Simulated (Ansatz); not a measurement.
# ZrSe2: how the settings move a single-point run

Aim: see which settings change the result for ZrSe2, by how much, and at what cost.

Program: Ansatz 0.2.0. Level of theory: reference: DFT, HSE06, plane waves, PAW. These are calculated values, not measurements.

6 further runs of the same task are left out: 1 for a known fault of the program, 5 that didn't finish.

### Step 1. The structure to begin with

The structure is trigonal, space group P-3m1 (No. 164). The conventional cell has a = 3.788 Å, b = 3.788 Å, c = 6.180 Å, α = 90.00°, β = 90.00°, γ = 120.00°. Around Zr (site symmetry -3m) lie 6 Se at 2.69 Å. Se (site symmetry 3m) has 3 Zr at 2.69 Å as nearest neighbours.

As a file:

```cif
data_structure
_symmetry_space_group_name_H-M 'P 1'
_symmetry_Int_Tables_number 1
_cell_length_a 3.7881
_cell_length_b 3.7881
_cell_length_c 6.1801
_cell_angle_alpha 90.000
_cell_angle_beta 90.000
_cell_angle_gamma 120.000
_cell_volume 76.80
loop_
_atom_site_label
_atom_site_type_symbol
_atom_site_fract_x
_atom_site_fract_y
_atom_site_fract_z
_atom_site_occupancy
Zr1 Zr 0.00000 0.00000 0.00000 1
Se1 Se 0.33333 0.66667 0.25381 1
Se2 Se 0.66667 0.33333 0.74619 1
```

### Step 2. The reference run

input.yaml

```yaml
crystal:
  lattice:
    - [3.7881123196, 0.0, 0.0]
    - [-1.8940561598, 3.2806015011, 0.0]
    - [0.0, 0.0, 6.1800627021]
  atoms:
    - { symbol: Zr, position: [0.0, 0.0, 0.0] }
    - { symbol: Se, position: [0.3333333333, 0.6666666667, 0.2538098226] }
    - { symbol: Se, position: [0.6666666667, 0.3333333333, 0.7461901774] }
kpoints:
  mp_grid: { grid: [6, 6, 2] }
hamiltonian:
  xc: hse06
scf:
  occupations: { method: fixed }
  n_extra_bands: 4
output:
  forces: true
  stress: true
  eigenvalues: true
```

On the command line:

```sh
$ ansatz run input.yaml --threads 4 --pin off --max-ram 3686MiB --backend cpu --events-out ev --progress --plain --runs-dir out
```

### Step 3. Changing settings: exchange pbe, correlation pbe, coeff 1.0, omega 0.1

input.yaml, as its differences from that of step 2:

```diff
@@ -12,3 +12,3 @@
 hamiltonian:
-  xc: hse06
+  xc: { exchange: pbe, correlation: pbe, exx: { coeff: 1.0, omega: 0.1 } }
 scf:
```

### Step 4. Changing settings: ecutfock_ratio 1

input.yaml, as its differences from that of step 2:

```diff
@@ -16,2 +16,3 @@
   n_extra_bands: 4
+  exx: { ecutfock_ratio: 1 }
 output:
```

### Step 5. Variant: exchange pbe, correlation pbe, coeff 0.3, omega 0.5

input.yaml, as its differences from that of step 2:

```diff
@@ -12,3 +12,3 @@
 hamiltonian:
-  xc: hse06
+  xc: { exchange: pbe, correlation: pbe, exx: { coeff: 0.3, omega: 0.5 } }
 scf:
```

What does the calculation give? Wanted: for each run, ending; energy change; pressure; gap; force.

**Answer**, as computed:

```csv
run,ending,energy change,pressure (GPa),gap (eV),force (eV/Å),cycles,time
reference,converged,-,0.4,0.96,0.14,20,20 s
"1: exchange pbe, correlation pbe, coeff 1.0, omega 0.1",converged,not comparable,-2.5,4.86,0.70,28,26 s
2: ecutfock_ratio 1,converged,-,0.4,0.96,0.14,20,16 s
"3: exchange pbe, correlation pbe, coeff 0.3, omega 0.5",converged,not comparable,0.7,0.65,0.10,21,19 s
```

Residual by cycle in the longest SCF loop of each run; runs are numbered as in the table. The quantity is the density residual dr2, in eV.

```csv
cycle,reference,run 1,run 2,run 3
1,0.215,0.844,0.215,0.181
2,0.234,0.258,0.234,0.243
3,0.00428,0.0862,0.00428,0.0034
4,0.00172,0.0521,0.00172,9.0e-4
5,1.2e-4,0.00496,1.2e-4,1.1e-4
6,1.5e-5,0.00287,1.5e-5,1.5e-5
7,2.2e-6,3.0e-4,2.2e-6,2.0e-5
8,-,-,-,2.4e-7
```

**Reading.** The totals of these runs aren't set against each other here.
